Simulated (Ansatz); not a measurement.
Runs of Ansatz 0.2.0 on SrVO3. It takes space group Pm-3m (No. 221, cubic). The conventional cell has a = 3.841 Å, b = 3.841 Å, c = 3.841 Å, α = 90.00°, β = 90.00°, γ = 90.00°. Sr (site symmetry m-3m) has 12 O at 2.72 Å as nearest neighbours. Around V (site symmetry m-3m) lie 6 O at 1.92 Å. Around O (site symmetry 4/mmm) lie 2 V at 1.92 Å. 

```csv
task,level,cell,points for each segment of the path,gap on the mesh (eV),pressure (GPa),moment (μB),relaxed volume (Å³/atom)
band structure,PBE,as given,14,none,3.3,0.76,-
relaxation of cell and atoms,RPBE,relaxed,-,none,0.0,0.76,(a)
relaxation of cell and atoms,revPBE,relaxed,-,none,0.0,0.76,11.77
relaxation of cell and atoms,BLYP,relaxed,-,none,0.0,0.76,11.91
```

Alike in all rows: potentials or basis Ansatz PAW; spin collinear, ferromagnetic start; k mesh 5 × 5 × 5; cutoff (eV) 420; smearing fermi-dirac 0.05 eV.

Question: Fill in the values left out.

Answer: (a) 11.86.

Caveats: semilocal functionals often make such compounds metallic where correlation or magnetic order opens a gap, which also shifts bond lengths; the plane-wave basis is chosen anew once the cell has moved, so the energies of steps on either side of that aren't comparable (some runs); the PAW data sets come from PBE, with cores solved anew for the run's functional, which leaves a small shift of forces and pressure (some runs).

A k mesh can miss the band edges, and the runs leave out spin-orbit coupling on Sr.

A gap of «none» marks a metal or a gap under the smearing width.
